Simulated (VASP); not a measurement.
# Rb (Pnma) in VASP: electric field gradients with PBE

Aim: the electric field gradients of Rb with PBE.

All numbers are computed with VASP 6.6.1; they aren't measurements. Logs are shortened: lines on timing, memory, paths and dates and some standing lists are left out, and cuts for length are marked.

## Step 1: The structure

The structure is orthorhombic, space group Pnma (No. 62). The conventional cell has a = 5.740 Å, b = 4.640 Å, c = 12.380 Å, α = 90.00°, β = 90.00°, γ = 90.00°. Rb (site symmetry m) is surrounded by 2 Rb at 3.56 Å.

This isn't the form of Rb at room conditions, which is bcc.

## Step 2: Electric field gradients, PBE

Input file INCAR:

```
ALGO = Fast
EDIFF = 1E-8
ENCUT = 520
GGA = PE
ISIF = 2
ISMEAR = -1
LASPH = True
LCHARG = False
LEFG = True
LREAL = False
LWAVE = False
NBANDS = 26
NELM = 100
PREC = Accurate
SIGMA = 0.05
```

Input file KPOINTS:

```
k-points
0
Gamma
  6 7 3
```

Input file POSCAR:

```
Rb
1.0
    5.7400000000      0.0000000000      0.0000000000
    0.0000000000      4.6400000000      0.0000000000
    0.0000000000      0.0000000000     12.3800000000
Rb
4
Direct
    0.0470000000      0.2500000000      0.8930000000
    0.4530000000      0.7500000000      0.3930000000
    0.5470000000      0.2500000000      0.6070000000
    0.9530000000      0.7500000000      0.1070000000
```

Potentials or basis: VASP PAW PBE potentials, release 64 (Rb_sv).

On the command line:

```bash
$ cat potpaw_PBE.64/Rb_sv/POTCAR > POTCAR
$ mpirun -np 1 vasp_std > vasp.out
```

OUTCAR:

```text
EDIFF = 1E-8
   ENCUT = 520
   GGA = PE
   ISIF = 2
   ISMEAR = -1
   LASPH = True
   LREAL = False
   NELM = 100
   PREC = Accurate

 ion  position               nearest neighbor table
   1  0.047  0.250  0.893-   4 3.56   4 3.56   3 4.56   3 4.56
   2  0.453  0.750  0.393-   3 3.56   3 3.56   4 4.56   4 4.56
   3  0.547  0.250  0.607-   2 3.56   2 3.56   1 4.56   1 4.56
   4  0.953  0.750  0.107-   1 3.56   1 3.56   2 4.56   2 4.56

  LATTYP: Found a simple orthorhombic cell.
 ALAT       =     4.6400000000
 B/A-ratio  =     1.2370689655
 C/A-ratio  =     2.6681034483

  Lattice vectors:

 A1 = (   0.0000000000,  -4.6400000000,   0.0000000000)
 A2 = (   5.7400000000,   0.0000000000,   0.0000000000)
 A3 = (   0.0000000000,   0.0000000000,  12.3800000000)

Analysis of symmetry for initial positions (statically):
=====================================================================
 Subroutine PRICEL returns:
 Original cell was already a primitive cell.

 Routine SETGRP: Setting up the symmetry group for a
 simple orthorhombic supercell.

 Subroutine GETGRP returns: Found  8 space group operations
 (whereof  2 operations were pure point group operations)
 out of a pool of  8 trial point group operations.

The static configuration has the point symmetry S_2 .
 The point group associated with its full space group is D_2h.

Analysis of symmetry for dynamics (positions and initial velocities):
=====================================================================
 Subroutine PRICEL returns:
 Original cell was already a primitive cell.

 Routine SETGRP: Setting up the symmetry group for a
 simple orthorhombic supercell.

 Subroutine GETGRP returns: Found  8 space group operations
 (whereof  2 operations were pure point group operations)
 out of a pool of  8 trial point group operations.

The dynamic configuration has the point symmetry S_2 .
 The point group associated with its full space group is D_2h.

 Subroutine INISYM returns: Found  8 space group operations
 (whereof  2 operations are pure point group operations),
 and found     1 'primitive' translations

----------------------------------------------------------------------------------------

                                     Primitive cell

  volume of cell :     329.7240

  direct lattice vectors                    reciprocal lattice vectors
     5.740000000  0.000000000  0.000000000     0.174216028  0.000000000  0.000000000
     0.000000000  4.640000000  0.000000000     0.000000000  0.215517241  0.000000000
     0.000000000  0.000000000 12.380000000     0.000000000  0.000000000  0.080775444

  length of vectors
     5.740000000  4.640000000 12.380000000     0.174216028  0.215517241  0.080775444

  position of ions in fractional coordinates (direct lattice)
     0.047000000  0.250000000  0.893000000
     0.453000000  0.750000000  0.393000000
     0.547000000  0.250000000  0.607000000
     0.953000000  0.750000000  0.107000000

  ion indices of the primitive-cell ions
   primitive index   ion index
                 1           1
                 2           2
                 3           3
                 4           4

----------------------------------------------------------------------------------------

 KPOINTS: k-points

Automatic generation of k-mesh.
 Grid dimensions read from file:
 generate k-points for:    6    7    3

 Generating k-lattice:

  Cartesian coordinates                     Fractional coordinates (reciprocal lattice)
     0.029036005  0.000000000  0.000000000     0.166666667  0.000000000  0.000000000
     0.000000000  0.030788177  0.000000000     0.000000000  0.142857143  0.000000000
     0.000000000  0.000000000  0.026925148     0.000000000  0.000000000  0.333333333
[... 43 lines left out ...]
   dimension x,y,z NGXF=    96 NGYF=   72 NGZF=  192
   ions per type =               4
   NGX,Y,Z   is equivalent  to a cutoff of  13.90, 12.90, 12.89 a.u.
   NGXF,Y,Z  is equivalent  to a cutoff of  27.80, 25.80, 25.78 a.u.
 SYSTEM =  unknown system
   PREC   = accura    normal or accurate (medium, high low for compatibility)
   ISTART =      0    job   : 0-new  1-cont  2-samecut
   ICHARG =      2    charge: 1-file 2-atom 10-const
   ISPIN  =      1    spin polarized calculation?
   LNONCOLLINEAR =      F non collinear calculations
   LSORBIT =      F    spin-orbit coupling
   LASPH  =      T    aspherical Exc in radial PAW
   ENCUT  =  520.0 eV  38.22 Ry    6.18 a.u.  10.67  8.63 23.02*2*pi/ulx,y,z
   NELM   =    100;   NELMIN=  2; NELMDL= -5     # of ELM steps
   EDIFF  = 0.1E-07   stopping-criterion for ELM
   LREAL  =      F    real-space projection
   EDIFFG = 0.1E-06   stopping-criterion for IOM
   NSW    =      0    number of steps for IOM
   IBRION =     -1    ionic relax: 0-MD 1-quasi-New 2-CG
   NFREE  =      0    steps in history (QN), initial steepest desc. (CG)
   ISIF   =      2    stress and relaxation
   ISYM   =      2    0-nonsym 1-usesym 2-fastsym
   POTIM  = 0.5000    time-step for ionic-motion
   TEBEG  =    0.0;   TEEND  =   0.0 temperature during run
   PSTRESS=    0.0 pullay stress
   NELECT =      36.0000    total number of electrons
   NUPDOWN=      -1.0000    fix difference up-down
   EMIN   =  10.00;   EMAX   =-10.00  energy-range for DOS
   EFERMI =   0.00;   METHOD = LEGACY
   ISMEAR =    -1;   SIGMA  =   0.05  broadening in eV -4-tet -1-fermi 0-gaus
   EFERMI_NEDOS =   21; number of points for ismear=-14 and -15
   IALGO  =     68    algorithm
   IMIX   =      4    mixing-type and parameters
     AMIX     =   0.40;   BMIX     =  1.00
     AMIX_MAG =   1.60;   BMIX_MAG =  1.00
  volume/ion in A,a.u.               =      82.43       556.27
  Fermi-wavevector in a.u.,A,eV,Ry     =   0.782454  1.478624  8.329953  0.612234
  Thomas-Fermi vector in A             =   1.886181
   LORBIT       =      0    0 simple, 1 ext, 2 COOP (PROOUT), +10 PAW based schemes
   GGA     = PE    functional components
   LHFCALC =     F    Hartree Fock is set to
   AEXX    =    0.0000 exact exchange contribution
   IVDW    =     0    specifies the selected vdW correction
   LEPSILON=     F    determine dielectric tensor
   LRPA    =     F    only Hartree local field effects (RPA)
 non-spin polarized calculation
 RMM-DIIS sequential band-by-band and
  energy-cutoff  :      520.00
  volume of cell :      329.72
 maximum number of plane-waves:      8905
 NGX is ok and might be reduce to    48
   NGX = 21   NGY = 17   NGZ = 47

 number of electron      36.0000000 magnetization

 Free energy of the ion-electron system (eV)
  ---------------------------------------------------
  ext. energy  EPLUGINS =         0.00000000
  ---------------------------------------------------
  free energy    TOTEN  =        -2.36516939 eV

  energy without entropy =       -2.33781746  energy(sigma->0) =       -2.35149342

 E-fermi :   0.3236     XC(G=0):  -5.6784

 val. band max:        0.2916918517   @ k =   0.0000   0.1429   0.3333
 cond. band min:       0.3264726880   @ k =   0.3333   0.4286   0.3333
 fundamental gap:      0.0347808363
 Fermi energy:         0.3235880288

 k-point     1 :       0.0000    0.0000    0.0000
  band No.  band energies     occupation
      1     -29.0778      2.00000
      2     -29.0729      2.00000
      3     -28.9805      2.00000
      4     -28.9754      2.00000
      5     -13.4727      2.00000
      6     -13.4122      2.00000
[... 685 lines left out ...]
     25       2.2925      0.00000
     26       2.2925      0.00000

 [... further k-points ...]

------------------------ aborting loop because EDIFF is reached ----------------------------------------

  FORCE on cell =-STRESS in cart. coord.  units (eV):
  Direction    XX          YY          ZZ          XY          YZ          ZX
  --------------------------------------------------------------------------------------
  -------------------------------------------------------------------------------------
  Total       -1.1792599      3.8612207      4.2544103     -0.0000000      0.0000000      0.0000000
  in kB       -5.7301975     18.7622400     20.6728061     -0.0000000      0.0000000      0.0000000
  external PRESSURE =      11.2349496 kB  Pullay stress =       0.0000000 kB

 VOLUME and BASIS-vectors are now :
 -----------------------------------------------------------------------------
  energy-cutoff  :      520.00
  volume of cell :      329.72
      direct lattice vectors                 reciprocal lattice vectors
     5.740000000  0.000000000  0.000000000     0.174216028  0.000000000  0.000000000
     0.000000000  4.640000000  0.000000000     0.000000000  0.215517241  0.000000000
     0.000000000  0.000000000 12.380000000     0.000000000  0.000000000  0.080775444

 POSITION                                       TOTAL-FORCE (eV/Angst)
 -----------------------------------------------------------------------------------
      0.26978      1.16000     11.05534         0.202363      0.000000     -0.739969
      2.60022      3.48000      4.86534        -0.202363     -0.000000     -0.739969
      3.13978      1.16000      7.51466         0.202363      0.000000      0.739969
      5.47022      3.48000      1.32466        -0.202363      0.000000      0.739969
 -----------------------------------------------------------------------------------
    total drift:                                0.000000      0.000000      0.000000

  FREE ENERGIE OF THE ION-ELECTRON SYSTEM (eV)
  ---------------------------------------------------
  free  energy   TOTEN  =        -2.3651693860 eV

  energy  without entropy=       -2.3378174590  energy(sigma->0) =       -2.35149342

 Electric field gradients (V/A^2)
---------------------------------------------------------------------
 ion       V_xx      V_yy      V_zz      V_xy      V_xz      V_yz
---------------------------------------------------------------------
   1     -16.292     4.358    11.933     0.000    -5.706    -0.000
   2     -16.292     4.358    11.933     0.000     5.706    -0.000
   3     -16.292     4.358    11.933    -0.000     5.706    -0.000
   4     -16.292     4.358    11.933    -0.000    -5.706     0.000
---------------------------------------------------------------------

 Electric field gradients after diagonalization (V/A^2)
 (convention: |V_zz| > |V_xx| > |V_yy|)
----------------------------------------------------------------------
 ion       V_xx      V_yy      V_zz     asymmetry (V_yy - V_xx)/ V_zz
----------------------------------------------------------------------
   1      13.043     4.358   -17.401       0.499
   2      13.043     4.358   -17.401       0.499
   3      13.043     4.358   -17.401       0.499
   4      13.043     4.358   -17.401       0.499
----------------------------------------------------------------------

           NMR quadrupolar parameters

 Cq : quadrupolar parameter    Cq=e*Q*V_zz/h
 eta: asymmetry parameters     (V_yy - V_xx)/ V_zz
 Q  : nuclear electric quadrupole moment in mb (millibarn)
----------------------------------------------------------------------
 ion       Cq(MHz)       eta       Q (mb)
----------------------------------------------------------------------
   1      -0.042       0.499       1.000
   2      -0.042       0.499       1.000
   3      -0.042       0.499       1.000
   4      -0.042       0.499       1.000
----------------------------------------------------------------------
```

It took 6.1 min on 1 thread of AMD EPYC 9R45 (Zen 5), shared host; peak memory 0.48 GiB.

Results:

```yaml
Free_energy: -2.3652 eV
Pressure: 1.1 GPa
Largest_force: 0.767 eV/Å
Band_gap_on_the_k_mesh: none (metal or under the smearing width)
```

Forces on the atoms (eV/Å):
```
Rb   0.202  0.000 -0.740
Rb  -0.202  0.000 -0.740
Rb   0.202  0.000  0.740
Rb  -0.202  0.000  0.740
```

Electric field gradients, principal values (V/Å²):
```csv
atom,Vxx,Vyy,Vzz
1 Rb,4.358,13.043,-17.401
2 Rb,4.358,13.043,-17.401
3 Rb,4.358,13.043,-17.401
4 Rb,4.358,13.043,-17.401
```
